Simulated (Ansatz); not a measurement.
**How far is PAW off for Mo?**

```
Mo
1.0
     0.00000    2.00105    2.00105
     2.00105    0.00000    2.00105
     2.00105    2.00105    0.00000
Mo
1
Direct
  0.00000 0.00000 0.00000
```

The conventional cell has a = 4.002 Å, b = 4.002 Å, c = 4.002 Å, α = 90.00°, β = 90.00°, γ = 90.00°. Around Mo (atom 1) lie 12 Mo at 2.83 Å.

The structure comes from a relaxation in the same program, started in the fcc type, and has space group Fm-3m. Whether it is a known phase or the ground state wasn't checked.

Levels of theory: DFT, PBE, PAW with Ansatz's default frozen-core files, scalar-relativistic (Ansatz 0.2.0); DFT, PBE, all-electron PAW with datasets made for the crystal, scalar-relativistic (Ansatz 0.2.0); DFT, PBE, all-electron LAPW, scalar-relativistic (Ansatz 0.2.0).

For PAW: a Γ-centred 18×18×18 k mesh, Fermi–Dirac smearing of 0.05 eV, cutoff 420 eV, no spin polarisation. The crystal-made all-electron datasets (AE datasets) take a cutoff of 300 eV at this cell. LAPW targets a basis error of 0.5 meV/atom. The Ansatz runs share mesh, smearing and spin set-up. Plane-wave (PAW) pressures include the program's estimate of the Pulay term.

Stress and pressure are positive in compression.

Levels count from the Fermi level.

```json
{"quantity": "pressure (GPa)", "PAW": "0.03", "AE datasets": "0.06", "LAPW": "0.06"}
{"quantity": "highest filled level at Γ (eV)", "PAW": "-0.700", "AE datasets": "-0.698", "LAPW": "-0.698"}
{"quantity": "lowest empty level at Γ (eV)", "PAW": "1.974", "AE datasets": "1.976", "LAPW": "1.976"}
{"quantity": "highest filled level at W (eV)", "PAW": "-1.790", "AE datasets": "-1.791", "LAPW": "-1.791"}
{"quantity": "lowest empty level at W (eV)", "PAW": "1.310", "AE datasets": "1.309", "LAPW": "1.309"}
```
